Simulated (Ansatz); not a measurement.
A run of Ansatz 0.2.0 is set up as follows.

input.yaml

```yaml
crystal:
  lattice:
    - [0.0, 2.9305, 2.9305]
    - [2.9305, 0.0, 2.9305]
    - [2.9305, 2.9305, 0.0]
  atoms:
    - { symbol: In, position: [0.0, 0.0, 0.0] }
    - { symbol: P, position: [0.75, 0.75, 0.75] }
hamiltonian:
  xc: lda
  pseudopotentials: { kind: paw }
kpoints:
  mp_grid: { grid: [6, 6, 6] }
scf:
  occupations: { method: fixed }
output:
  forces: true
  stress: true
elastic:
  mode: relaxed_ion
  stencil: two_point
```

Potentials or basis: Ansatz PAW.

Launch:

```console
$ ansatz run input.yaml --threads 2 --pin off --max-ram 5632MiB --backend cpu --events-out ev --progress --plain --runs-dir out
```

Q: Predict the elastic constants C11, C12, C44.

A: 96, 51, 45 GPa.

Q: Estimate the Voigt bulk modulus.

A: 66 GPa.

Q: What does it give for the pressure?

A: -1.2 GPa.

Q: Estimate the band gap on the k mesh.

A: 0.48 eV, direct.

Elastic tensor in Voigt notation (GPa, in the Cartesian axes of the cell as first typed):
```
96 51 51  0  0  0
51 96 51  0  0  0
51 51 96  0  0  0
 0  0  0 45  0  0
 0  0  0  0 45  0
 0  0  0  0  0 45
```

Caveat: spin-orbit coupling is left out, which moves the levels of the heavy elements; the PAW data sets come from PBE, with cores solved anew for the run's functional, which leaves a small shift of forces and pressure.

**Experimental background.**

A printed reference work, data compilation reports, for a bulk crystal of InP at 1.6 K: band gap 1.4236 eV (direct).

Against the measured gap of InP, 1.4236 eV (direct; 1.6 K; a printed reference work, data compilation), the calculated 0.48 eV is off by -0.95 eV. Spin-orbit coupling on In is left out. The value is that of LDA, without temperature or zero-point motion. Semilocal functionals fall short of measured gaps as a rule.
